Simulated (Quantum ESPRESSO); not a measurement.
Crystal: Ir.

```
Ir
1.0
     0.00000    1.91560    1.91560
     1.91560    0.00000    1.91560
     1.91560    1.91560    0.00000
Ir
1
Direct
  0.00000 0.00000 0.00000
```

```yaml
Program: Quantum ESPRESSO 7.5
Task: relaxation of cell and atoms
Functional: PBEsol
Dispersion: D3
Potentials_or_basis: GBRV 1.5 PBEsol
Cutoff: 612 eV
Density_cutoff: 4898 eV
k_mesh: 12 × 12 × 12
Occupations: fermi-dirac, width 0.05 eV
Spin: no spin polarisation
```

At the start: pressure -6.6 GPa; volume 14.06 Å³/atom.

Problem. Where does the relaxation end?

Solution. Over 3 steps the energy falls by 4.8 meV/atom and the volume is 13.82 Å³/atom (-1.7 %); space group Fm-3m (No. 225, to 0.05 Å).

The path:
| step | energy change (eV) | largest force (eV/Å) | pressure (GPa) | volume (Å³) |
| --- | --- | --- | --- | --- |
| 1 | 0.0000 | 0.0000 | -6.63 | 14.06 |
| 2 | -0.0036 | 0.0000 | 3.22 | 13.71 |
| 3 | -0.0048 | 0.0000 | -0.08 | 13.82 |

Final structure:
```
Ir
1.0
     2.69385    0.00000    0.00000
     1.34692    2.33294    0.00000
     1.34692    0.77765    2.19952
Ir
1
Direct
  0.00000 0.00000 0.00000
```

Caveat: pairwise dispersion overbinds metals, which lowers pressure and volume.
